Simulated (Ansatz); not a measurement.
# CuO: the cost of one run

Computed with Ansatz 0.2.0 (DFT PBEsol+U (U_eff = 1 eV on Cu d), plane waves, PAW, unless a step's input says otherwise).

5 further runs of the same task are left out: 5 that didn't finish.

## 1. Starting point

Symmetry: P6_3mc, No. 186, hexagonal system. The conventional cell has a = 3.288 Å, b = 3.288 Å, c = 5.385 Å, α = 90.00°, β = 90.00°, γ = 120.00°. Cu (site symmetry 3m) has 4 O at 2.01 to 2.02 Å as nearest neighbours. O (site symmetry 3m) has 4 Cu at 2.01 to 2.02 Å as nearest neighbours.

As a file:

```xyz
8
Lattice="3.2880 0.0000 0.0000 -3.2880 5.6950 0.0000 0.0000 0.0000 5.3850" Properties=species:S:1:pos:R:3 pbc="T T T"
Cu    1.6440    0.9492    0.0000
Cu    0.0000    1.8983    2.6925
O     1.6440    0.9492    3.3667
O     0.0000    1.8983    0.6742
Cu    0.0000    3.7967    0.0000
Cu   -1.6440    4.7459    2.6925
O     0.0000    3.7967    3.3667
O    -1.6440    4.7459    0.6742
```

An earlier series on this cell reached its lowest free state from «ferromagnetic start, free, symmetry kept, no search», perhaps among other starts.

## 2. Total moment locked, 4.00 μB per cell

Input file input.yaml:

```yaml
crystal:
  lattice:
    - [3.28802443, 0.0, 0.0]
    - [-3.28802442, 5.69502536, 0.0]
    - [0.0, 0.0, 5.38502486]
  atoms:
    - { symbol: Cu, position: [0.6666666667, 0.1666666667, 0.0], spin: 1.0 }
    - { symbol: Cu, position: [0.3333333333, 0.3333333333, 0.5], spin: 1.0 }
    - { symbol: O, position: [0.6666666667, 0.1666666667, 0.6252] }
    - { symbol: O, position: [0.3333333333, 0.3333333333, 0.1252] }
    - { symbol: Cu, position: [0.6666666667, 0.6666666667, 0.0], spin: 1.0 }
    - { symbol: Cu, position: [0.3333333333, 0.8333333333, 0.5], spin: 1.0 }
    - { symbol: O, position: [0.6666666667, 0.6666666667, 0.6252] }
    - { symbol: O, position: [0.3333333333, 0.8333333333, 0.1252] }
basis:
  ecutwfc: 420
  ecutrho_ratio: 4
kpoints:
  mp_grid: { grid: [7, 7, 4] }
hamiltonian:
  xc: pbesol
  hubbard:
    sites:
      - { site: 0, l: d, u_eff: 1.0, starting_ns: [{ spin: up, occupation_matrix: s0up }, { spin: down, occupation_matrix: s0down }] }
      - { site: 1, l: d, u_eff: 1.0, starting_ns: [{ spin: up, occupation_matrix: s1up }, { spin: down, occupation_matrix: s1down }] }
      - { site: 4, l: d, u_eff: 1.0, starting_ns: [{ spin: up, occupation_matrix: s4up }, { spin: down, occupation_matrix: s4down }] }
      - { site: 5, l: d, u_eff: 1.0, starting_ns: [{ spin: up, occupation_matrix: s5up }, { spin: down, occupation_matrix: s5down }] }
    occupation_matrices:
      s0up:
        matrix:
          - [0.97, 0.0, 0.0, 0.0, 0.0]
          - [0.0, 0.97, 0.0, 0.0, 0.0]
          - [0.0, 0.0, 0.97, 0.0, 0.0]
          - [0.0, 0.0, 0.0, 0.97, 0.0]
          - [0.0, 0.0, 0.0, 0.0, 0.97]
      s0down:
        matrix:
          - [0.96561, 0.0, -0.03843, 0.05173, 0.0]
          - [0.0, 0.97, 0.0, 0.0, 0.0]
          - [-0.03843, 0.0, 0.63376, 0.45265, 0.0]
          - [0.05173, 0.0, 0.45265, 0.36063, 0.0]
          - [0.0, 0.0, 0.0, 0.0, 0.97]
      s1up:
        matrix:
          - [0.97, 0.0, 0.0, 0.0, 0.0]
          - [0.0, 0.97, 0.0, 0.0, 0.0]
          - [0.0, 0.0, 0.97, 0.0, 0.0]
          - [0.0, 0.0, 0.0, 0.97, 0.0]
          - [0.0, 0.0, 0.0, 0.0, 0.97]
      s1down:
        matrix:
          - [0.96561, 0.0, 0.03843, 0.05173, 0.0]
          - [0.0, 0.97, 0.0, 0.0, 0.0]
          - [0.03843, 0.0, 0.63376, -0.45265, 0.0]
          - [0.05173, 0.0, -0.45265, 0.36063, 0.0]
          - [0.0, 0.0, 0.0, 0.0, 0.97]
      s4up:
        matrix:
          - [0.97, 0.0, 0.0, 0.0, 0.0]
          - [0.0, 0.97, 0.0, 0.0, 0.0]
          - [0.0, 0.0, 0.97, 0.0, 0.0]
          - [0.0, 0.0, 0.0, 0.97, 0.0]
          - [0.0, 0.0, 0.0, 0.0, 0.97]
      s4down:
        matrix:
          - [0.96561, 0.0, -0.03843, 0.05173, 0.0]
          - [0.0, 0.97, 0.0, 0.0, 0.0]
          - [-0.03843, 0.0, 0.63376, 0.45265, 0.0]
          - [0.05173, 0.0, 0.45265, 0.36063, 0.0]
          - [0.0, 0.0, 0.0, 0.0, 0.97]
      s5up:
        matrix:
          - [0.97, 0.0, 0.0, 0.0, 0.0]
          - [0.0, 0.97, 0.0, 0.0, 0.0]
          - [0.0, 0.0, 0.97, 0.0, 0.0]
          - [0.0, 0.0, 0.0, 0.97, 0.0]
          - [0.0, 0.0, 0.0, 0.0, 0.97]
      s5down:
        matrix:
          - [0.96561, 0.0, 0.03843, 0.05173, 0.0]
          - [0.0, 0.97, 0.0, 0.0, 0.0]
          - [0.03843, 0.0, 0.63376, -0.45265, 0.0]
          - [0.05173, 0.0, -0.45265, 0.36063, 0.0]
          - [0.0, 0.0, 0.0, 0.0, 0.97]
    ns_hold: { iters: 8 }
scf:
  occupations: { method: gaussian, width: 0.05 }
  lower_state_search: "off"
  max_iter: 150
output:
  forces: true
  stress: true
  eigenvalues: true
  populations: true
  hubbard:
    sites:
      - { site: 0, l: d }
      - { site: 1, l: d }
      - { site: 4, l: d }
      - { site: 5, l: d }
magnetization:
  spin_polarized: true
  initial_magnetization: 4.0
  spin_locking: { lock_magnetization: hard }
```

The typed matrices put 0.97 on the chosen orbitals and 0.02 on the others, and are held for 8 cycles. The lock stays on to the end, so the result is a constrained state.

Command:

```sh
> ansatz run input.yaml --threads 4 --pin off --max-ram 6144MiB --backend cpu --events-out ev --progress --plain --runs-dir out
```

What time and memory should one allow on 4 threads of Arm Neoverse V2, shared host?

About 35 s, with a peak of 0.75 GiB.
